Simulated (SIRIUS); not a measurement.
The system is Zr.

```xyz
3
Lattice="4.2991 0.0000 0.0000 0.0000 4.2991 0.0000 0.0000 0.0000 4.2991" Properties=species:S:1:pos:R:3 pbc="T T T"
Zr    2.1496    0.0000    0.0000
Zr    0.0000    2.1496    0.0000
Zr    0.0000    0.0000    2.1496
```

The cell was built by a generator and needn't be a form met in nature.

Base run:

| Property | Result |
| --- | --- |
| Program | SIRIUS 7.10.0 |
| Functional | PBE |
| Potentials or basis | PseudoDojo 0.4.1 PBE standard (scalar relativistic) |
| Cutoff | 915 eV |
| Density cutoff | 3659 eV |
| k mesh | 6 × 6 × 6 |
| Occupations | fermi-dirac, width 0.05 eV |
| Spin | no spin polarisation |
| Hubbard terms | Zr d U = 8 eV |

Its results: band gap on the k mesh none (metal or under the smearing width); pressure 31.0 GPa.

Q: The run is repeated on the same cell with these changes: hubbard terms from Zr d U = 8 eV to none; hubbard projectors from orthogonalised atomic orbitals to none; start of the occupations from the program's own to none. What comes out?

A: Band gap on the k mesh none (metal or under the smearing width); pressure 0.0 GPa.

Caveats: a pressure of tens of GPa on the cell as given is suspect, and the run, the potentials or the cell itself is likely at fault (some runs); U without spin polarisation on a metal has little footing (some runs); the U is typed as a test and isn't derived for this compound (some runs).
